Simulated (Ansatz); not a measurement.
# ZnH2O: the cost of one run

Program: Ansatz 0.2.0. Level of theory: DFT PBE, scalar-relativistic, plane waves, PAW. These are calculated values, not measurements.

1 further run of the same task is left out (set aside as unsound or not needed). Runs told in other sessions of the task aren't counted.

## (1) The structure to begin with

It takes space group P6_3mc (No. 186, hexagonal). Conventional cell: a = 3.279 Å, b = 3.279 Å, c = 5.293 Å, α = 90.00°, β = 90.00°, γ = 120.00°. Zn (site symmetry 3m) is surrounded by 4 O at 2.00 to 2.01 Å. Around O (site symmetry 3m) lie 4 Zn at 2.00 to 2.01 Å.

Structure file:

```xyz
4
Lattice="3.2795 0.0000 0.0000 -1.6397 2.8401 0.0000 0.0000 0.0000 5.2933" Properties=species:S:1:pos:R:3 pbc="T T T"
Zn    0.0000    1.8934    2.6465
Zn    1.6397    0.9467   -0.0002
O     1.6397    0.9467    2.0064
O     0.0000    1.8934    4.6530
```

It is the result of an earlier relaxation at this level (volume 12.33 Å³/atom; gap on the mesh: 0.74 eV).

## (2) Next: the [001] wire, 14 host atoms a period with H caps

The wire is cut from the relaxed crystal, periodic along c with vacuum across. Atoms and period relax; energies count from the bulk, -1943.4233 eV an atom. Each H cap counts from half an H2 molecule (-15.872 eV in a separate run).

The cell holds 7 Zn, 7 O, 14 H: a = 16.500 Å, b = 16.000 Å, c = 5.293 Å, α = 90.00°, β = 90.00°, γ = 90.00°.

## (3) Relaxation

Pressure and volume refer to the whole cell with its vacuum; only the period along c may change.

input.yaml

```yaml
crystal:
  lattice:
    - [16.5, 0.0, 0.0]
    - [0.0, 16.0, 0.0]
    - [0.0, 0.0, 5.2933196379]
  atoms:
    - { symbol: Zn, position: [0.3509319827, 0.4408306838, 0.4999697863] }
    - { symbol: Zn, position: [0.5496893391, 0.4408306838, 0.4999697863] }
    - { symbol: Zn, position: [0.4503106609, 0.6183386324, 0.4999697863] }
    - { symbol: Zn, position: [0.4503106609, 0.3816613676, 0.9999697863] }
    - { symbol: Zn, position: [0.3509319827, 0.5591693162, 0.9999697863] }
    - { symbol: Zn, position: [0.6490680173, 0.3816613676, 0.9999697863] }
    - { symbol: Zn, position: [0.5496893391, 0.5591693162, 0.9999697863] }
    - { symbol: O, position: [0.4503106609, 0.3816613676, 0.3790402137] }
    - { symbol: O, position: [0.3509319827, 0.5591693162, 0.3790402137] }
    - { symbol: O, position: [0.6490680173, 0.3816613676, 0.3790402137] }
    - { symbol: O, position: [0.5496893391, 0.5591693162, 0.3790402137] }
    - { symbol: O, position: [0.3509319827, 0.4408306838, 0.8790402137] }
    - { symbol: O, position: [0.5496893391, 0.4408306838, 0.8790402137] }
    - { symbol: O, position: [0.4503106609, 0.6183386324, 0.8790402137] }
    - { symbol: H, position: [0.2738632453, 0.3949445383, 0.4061882061] }
    - { symbol: H, position: [0.4503106609, 0.7101109235, 0.4061882061] }
    - { symbol: H, position: [0.4503106609, 0.2898890765, 0.9061882061] }
    - { symbol: H, position: [0.2738632453, 0.6050554617, 0.9061882061] }
    - { symbol: H, position: [0.6490680173, 0.2898890765, 0.9061882061] }
    - { symbol: H, position: [0.7261367547, 0.4275475132, 0.9061882061] }
    - { symbol: H, position: [0.6267580765, 0.6050554617, 0.9061882061] }
    - { symbol: H, position: [0.4503106609, 0.3242296758, 0.4377293316] }
    - { symbol: H, position: [0.3027018696, 0.5878851621, 0.4377293316] }
    - { symbol: H, position: [0.6490680173, 0.3242296758, 0.4377293316] }
    - { symbol: H, position: [0.6972981304, 0.4103772136, 0.4377293316] }
    - { symbol: H, position: [0.5979194522, 0.5878851621, 0.4377293316] }
    - { symbol: H, position: [0.3027018696, 0.4121148379, 0.9377293316] }
    - { symbol: H, position: [0.4503106609, 0.6757703242, 0.9377293316] }
basis:
  ecutwfc: 420
kpoints:
  mp_grid: { grid: [1, 1, 6] }
hamiltonian:
  xc: pbe
scf:
  occupations: { method: gaussian, width: 0.05 }
output:
  forces: true
  stress: true
  eigenvalues: true
  populations: true
  write_density: true
  write_potential: true
  elf: true
  volumetric_format: npy
relax:
  adjacent_minimum: "off"
  f_tol: 0.02
  max_steps: 45
  cell: { fix: [a, b, alpha, beta, gamma], stress_tol: 0.03 }
```

The run is started by

```bash
ansatz run input.yaml --threads 4 --pin off --max-ram 11264MiB --backend cpu --events-out ev --progress --plain --runs-dir out
```

**Question.** How long does this run take on 4 threads of Intel Xeon 6975P-C (Granite Rapids), shared host, and how much memory does it need?

About 5.8 min, with a peak of 2.6 GiB.
